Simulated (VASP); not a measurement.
# Br (Immm) in VASP: further runs

One crystal, Br, is run at these levels: r2SCAN; tasks: single point.

Everything below comes from runs of VASP 6.6.1. Logs are shortened: lines on timing, memory, paths and dates and some standing lists are left out, and cuts for length are marked.

## Step 1: Starting point

The structure is orthorhombic, space group Immm (No. 71). Conventional cell: a = 2.574 Å, b = 3.440 Å, c = 7.156 Å, α = 90.00°, β = 90.00°, γ = 90.00°. Br (site symmetry mmm) has 2 Br at 2.57 Å as nearest neighbours.

## Step 2: Single point, r2SCAN

File INCAR:

```
SYSTEM = Br
PREC = Accurate ; ENCUT = 350
EDIFF = 1E-6 ; ISMEAR = 0
SIGMA = 0.05 ; LREAL = .False.
LASPH = .True. ; NELM = 100
ALGO = Normal ; ISIF = 2
LWAVE = .False. ; LCHARG = .False.
METAGGA = R2SCAN ; LMIXTAU = .True.
NBANDS = 10 ; ADDGRID = .False.
```

File KPOINTS:

```
regular mesh
0
Gamma
  6 6 6
  0 0 0
```

File POSCAR:

```
Br
1.0
   -1.2867684050      1.7199972000      3.5779911600
    1.2867684050     -1.7199972000      3.5779911600
    1.2867684050      1.7199972000     -3.5779911600
Br
1
Direct
    0.0000000000      0.0000000000      0.0000000000
```

Potentials or basis: VASP PAW PBE potentials, release 64 (Br).

Run with:

```
cat potpaw_PBE.64/Br/POTCAR > POTCAR
mpirun -np 1 vasp_std > vasp.out
```

OUTCAR:

```text
SYSTEM = Br
   PREC = Accurate
   ENCUT = 350
   EDIFF = 1E-6
   ISMEAR = 0
   LREAL = .False.
   LASPH = .True.
   NELM = 100
   ISIF = 2
   METAGGA = R2SCAN

 Found     46 irreducible k-points:

 Following reciprocal coordinates:
            Coordinates               Weight
  0.000000  0.000000  0.000000      1.000000
  0.166667  0.000000 -0.000000      4.000000
  0.333333  0.000000  0.000000      4.000000
  0.500000  0.000000  0.000000      2.000000
  0.000000  0.166667  0.000000      4.000000
  0.166667  0.166667 -0.000000      8.000000
   k-points           NKPTS =     46   k-points in BZ     NKDIM =     46   number of bands    NBANDS=     10
   number of dos      NEDOS =    301   number of ions     NIONS =      1
   total plane-waves  NPLWV =  21952
   dimension x,y,z NGX =    28 NGY =   28 NGZ =   28
   dimension x,y,z NGXF=    56 NGYF=   56 NGZF=   56
   ions per type =               1
   NGX,Y,Z   is equivalent  to a cutoff of  11.15, 11.15, 11.15 a.u.
   NGXF,Y,Z  is equivalent  to a cutoff of  22.31, 22.31, 22.31 a.u.
 SYSTEM =  Br
   PREC   = accura    normal or accurate (medium, high low for compatibility)
   ISTART =      0    job   : 0-new  1-cont  2-samecut
   ICHARG =      2    charge: 1-file 2-atom 10-const
   ISPIN  =      1    spin polarized calculation?
   LNONCOLLINEAR =      F non collinear calculations
   LSORBIT =      F    spin-orbit coupling
   LASPH  =      T    aspherical Exc in radial PAW
   ENCUT  =  350.0 eV  25.72 Ry    5.07 a.u.   6.37  6.37  6.37*2*pi/ulx,y,z
   NELM   =    100;   NELMIN=  2; NELMDL= -5     # of ELM steps
   EDIFF  = 0.1E-05   stopping-criterion for ELM
   LREAL  =      F    real-space projection
   EDIFFG = 0.1E-04   stopping-criterion for IOM
   NSW    =      0    number of steps for IOM
   IBRION =     -1    ionic relax: 0-MD 1-quasi-New 2-CG
   NFREE  =      0    steps in history (QN), initial steepest desc. (CG)
   ISIF   =      2    stress and relaxation
   ISYM   =      2    0-nonsym 1-usesym 2-fastsym
   POTIM  = 0.5000    time-step for ionic-motion
   TEBEG  =    0.0;   TEEND  =   0.0 temperature during run
   PSTRESS=    0.0 pullay stress
   NELECT =       7.0000    total number of electrons
   NUPDOWN=      -1.0000    fix difference up-down
   EMIN   =  10.00;   EMAX   =-10.00  energy-range for DOS
   EFERMI =   0.00;   METHOD = LEGACY
   ISMEAR =     0;   SIGMA  =   0.05  broadening in eV -4-tet -1-fermi 0-gaus
   EFERMI_NEDOS =   21; number of points for ismear=-14 and -15
   IALGO  =     38    algorithm
   IMIX   =      4    mixing-type and parameters
     AMIX     =   0.40;   BMIX     =  1.00
     AMIX_MAG =   1.60;   BMIX_MAG =  1.00
  volume/ion in A,a.u.               =      31.68       213.76
  Fermi-wavevector in a.u.,A,eV,Ry     =   0.989764  1.870383 13.328717  0.979633
  Thomas-Fermi vector in A             =   2.121386
   LORBIT       =      0    0 simple, 1 ext, 2 COOP (PROOUT), +10 PAW based schemes
   METAGGA = R2SCAN    functional components
   LHFCALC =     F    Hartree Fock is set to
   AEXX    =    0.0000 exact exchange contribution
   IVDW    =     0    specifies the selected vdW correction
   LEPSILON=     F    determine dielectric tensor
   LRPA    =     F    only Hartree local field effects (RPA)
 non-spin polarized calculation
 Gauss-broadening in eV      SIGMA  =   0.05
  energy-cutoff  :      350.00
  volume of cell :       31.68
 maximum number of plane-waves:       485
 NGX is ok and might be reduce to    28
   NGX = 13   NGY = 13   NGZ = 13

 number of electron       7.0000000 magnetization

 Free energy of the ion-electron system (eV)
  ---------------------------------------------------
  ext. energy  EPLUGINS =         0.00000000
  ---------------------------------------------------
  free energy    TOTEN  =       -12.98858156 eV

  energy without entropy =      -12.98727289  energy(sigma->0) =      -12.98792722

 E-fermi :   0.3628     XC(G=0):  -8.6266

 val. band max:        0.3156202894   @ k =  -0.3333   0.5000   0.3333
 cond. band min:       0.3860239470   @ k =   0.5000   0.5000   0.3333
 fundamental gap:      0.0704036576
 Fermi energy:         0.3628279639

 k-point     1 :       0.0000    0.0000    0.0000
  band No.  band energies     occupation
      1     -16.6257      2.00000
      2      -2.1970      2.00000
      3      -1.3296      2.00000
      4       3.9289      0.00000
      5       5.8399      0.00000
      6       9.9140      0.00000
      7      12.6385      0.00000
      8      13.5566      0.00000
      9      15.2502      0.00000
     10      20.8416      0.00000

 k-point     2 :       0.1667    0.0000   -0.0000
  band No.  band energies     occupation
      1     -16.5131      2.00000
      2      -2.4554      2.00000
      3      -2.1209      2.00000
      4       3.9665      0.00000
      5       6.8570      0.00000
      6      10.3810      0.00000
      7      11.5109      0.00000
      8      13.6480      0.00000
      9      18.5569      0.00000
     10      21.1557      0.00000

 k-point     3 :       0.3333    0.0000    0.0000
  band No.  band energies     occupation
      1     -16.2730      2.00000
      2      -3.7666      2.00000
      3      -2.4429      2.00000
      4       4.0435      0.00000
      5       7.3010      0.00000
      6      10.8996      0.00000
      7      13.7680      0.00000
      8      14.4899      0.00000
      9      19.9411      0.00000
     10      21.1039      0.00000

 k-point     4 :       0.5000    0.0000    0.0000
  band No.  band energies     occupation
      1     -16.1442      2.00000
      2      -4.3677      2.00000
      3      -2.5348      2.00000
      4       4.0830      0.00000
      5       6.9024      0.00000
      6      13.1715      0.00000
      7      13.6095      0.00000
      8      15.6709      0.00000
      9      18.9961      0.00000
     10      20.6109      0.00000

 k-point     5 :       0.0000    0.1667    0.0000
  band No.  band energies     occupation
      1     -16.0740      2.00000
      2      -1.9219      2.00000
      3      -0.9159      2.00000
      4       0.4560      0.00842
      5       6.7367      0.00000
      6      10.3819      0.00000
      7      13.3873      0.00000
      8      15.0382      0.00000
      9      16.4020      0.00000
     10      17.8070      0.00000

 k-point     6 :       0.1667    0.1667   -0.0000
  band No.  band energies     occupation
      1     -15.9438      2.00000
      2      -2.3392      2.00000
      3      -1.6963      2.00000
      4       0.4946      0.00019
      5       7.9980      0.00000
      6      10.6706      0.00000
      7      12.8635      0.00000
      8      15.6484      0.00000
      9      17.1041      0.00000
     10      18.3441      0.00000

 [... further k-points ...]

------------------------ aborting loop because EDIFF is reached ----------------------------------------

  FORCE on cell =-STRESS in cart. coord.  units (eV):
  Direction    XX          YY          ZZ          XY          YZ          ZX
  --------------------------------------------------------------------------------------
  -------------------------------------------------------------------------------------
  Total       -0.9242304      0.9236226     -0.0360695      0.0000000      0.0000000      0.0000000
  in kB      -46.7480453     46.7173029     -1.8244130      0.0000000      0.0000000      0.0000000
  external PRESSURE =      -0.6183851 kB  Pullay stress =       0.0000000 kB

 VOLUME and BASIS-vectors are now :
 -----------------------------------------------------------------------------
  energy-cutoff  :      350.00
  volume of cell :       31.68
      direct lattice vectors                 reciprocal lattice vectors
    -1.286768405  1.719997200  3.577991160     0.000000000  0.290698148  0.139743218
     1.286768405 -1.719997200  3.577991160     0.388570312  0.000000000  0.139743218
     1.286768405  1.719997200 -3.577991160     0.388570312  0.290698148  0.000000000

 POSITION                                       TOTAL-FORCE (eV/Angst)
 -----------------------------------------------------------------------------------
      0.00000      0.00000      0.00000        -0.000000      0.000000     -0.000000
 -----------------------------------------------------------------------------------
    total drift:                                0.000000     -0.000000      0.000000

  FREE ENERGIE OF THE ION-ELECTRON SYSTEM (eV)
  ---------------------------------------------------
  free  energy   TOTEN  =       -12.9885815552 eV

  energy  without entropy=      -12.9872728940  energy(sigma->0) =      -12.98792722
```

Wall time 61 s (1 thread of Intel Xeon Platinum 8375C at 2.90GHz (Ice Lake), shared host); peak memory 0.15 GiB.

The run converged, but some of its settings lie outside the range that counts as converged, so its numbers aren't taken as properties of the crystal.

What came out:

```yaml
Free_energy: -12.9886 eV
Pressure: -0.1 GPa
Band_gap_on_the_k_mesh: none (metal or under the smearing width)
```

Caveat: the k mesh is coarse (spacing up to 0.51 Å⁻¹), so the values aren't converged; the PAW data sets were made with another functional, which shifts forces and pressure a little; an odd number of electrons without spin polarisation forces a metal; a magnetic or distorted state may lie lower.

## Step 3: Single point, r2SCAN

INCAR, as its differences from that of step 2:

```diff
@@ -1,3 +1,3 @@
 SYSTEM = Br
-PREC = Accurate ; ENCUT = 350
+PREC = Accurate ; ENCUT = 550
 EDIFF = 1E-6 ; ISMEAR = 0
```

File KPOINTS:

```
regular mesh
0
Gamma
  5 5 5
  0 0 0
```

POSCAR is that of step 2.

Potentials or basis: VASP PAW PBE potentials, release 64 (Br).

Run with:

```
cat potpaw_PBE.64/Br/POTCAR > POTCAR
mpirun -np 1 vasp_std > vasp.out
```

Wall time 37 s (1 thread of Intel Xeon Platinum 8375C at 2.90GHz (Ice Lake), shared host); peak memory 0.18 GiB.

These settings aren't checked as converged: the numbers below hold their error.

Results:

```yaml
Free_energy: -12.7621 eV
Pressure: 1.6 GPa
Band_gap_on_the_k_mesh: none (metal or under the smearing width)
```

Caveat: the k mesh is coarse (spacing up to 0.61 Å⁻¹), so the values aren't converged; the PAW data sets were made with another functional, which shifts forces and pressure a little; an odd number of electrons without spin polarisation forces a metal; a magnetic or distorted state may lie lower.

## Step 4: Single point, r2SCAN

INCAR, as its differences from that of step 3:

```diff
@@ -1,3 +1,3 @@
 SYSTEM = Br
-PREC = Accurate ; ENCUT = 550
+PREC = Accurate ; ENCUT = 400
 EDIFF = 1E-6 ; ISMEAR = 0
```

File KPOINTS:

```
regular mesh
0
Gamma
  6 6 6
  0 0 0
```

POSCAR is that of step 3.

Run with:

```
cat potpaw_PBE.64/Br/POTCAR > POTCAR
mpirun -np 1 vasp_std > vasp.out
```

Wall time 58 s (1 thread of Intel Xeon Platinum 8375C at 2.90GHz (Ice Lake), shared host); peak memory 0.16 GiB.

The run converged, but some of its settings lie outside the range that counts as converged, so its numbers aren't taken as properties of the crystal.

What came out:

| Quantity | Value |
| --- | --- |
| Free energy | -12.9890 eV |
| Pressure | -0.1 GPa |
| Band gap on the k mesh | none (metal or under the smearing width) |

Caveat: the k mesh is coarse (spacing up to 0.51 Å⁻¹), so the values aren't converged; the PAW data sets were made with another functional, which shifts forces and pressure a little; an odd number of electrons without spin polarisation forces a metal; a magnetic or distorted state may lie lower.

[end of part 1 of 2]
